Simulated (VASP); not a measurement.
A run of VASP 6.6.1 is set up as follows.

Contents of INCAR:

```
PREC = Accurate
ENCUT = 600
EDIFF = 1E-6
ISMEAR = 0
SIGMA = 0.03
LREAL = F
LASPH = T
NELM = 80
ALGO = Normal
ISIF = 3
LWAVE = F
LCHARG = F
GGA = PS
IBRION = 2
NSW = 90
EDIFFG = -0.01
```

Contents of KPOINTS:

```
Automatic mesh
0
Gamma
  9 9 5
```

POSCAR

```
SnSe2
1.0
    3.8110000000      0.0000000000      0.0000000000
   -1.9055000000      3.3004228138      0.0000000000
    0.0000000000      0.0000000000      6.1360000000
Sn Se
1 2
Direct
    0.0000000000      0.0000000000      0.0000000000
    0.3333333333      0.6666666667      0.2490000000
    0.6666666667      0.3333333333      0.7510000000
```

Potentials or basis: VASP PAW PBE potentials, release 64 (Sn_d, Se).

Run with:

```sh
$ cat potpaw_PBE.64/Sn_d/POTCAR potpaw_PBE.64/Se/POTCAR > POTCAR
$ mpirun -np 1 vasp_std > vasp.out
```

(1) Predict the relaxed cell.

(2) Predict the relaxed volume.

Answers

(1) a = 3.822 Å, b = 3.822 Å, c = 6.148 Å, α = 90.00°, β = 90.00°, γ = 120.00°.

(2) 25.93 Å³/atom.

Caveat: the PAW data sets were made with another functional, which shifts forces and pressure a little; this functional lacks dispersion, which binds the layers, so the pressure and a relaxed spacing across them are unreliable.
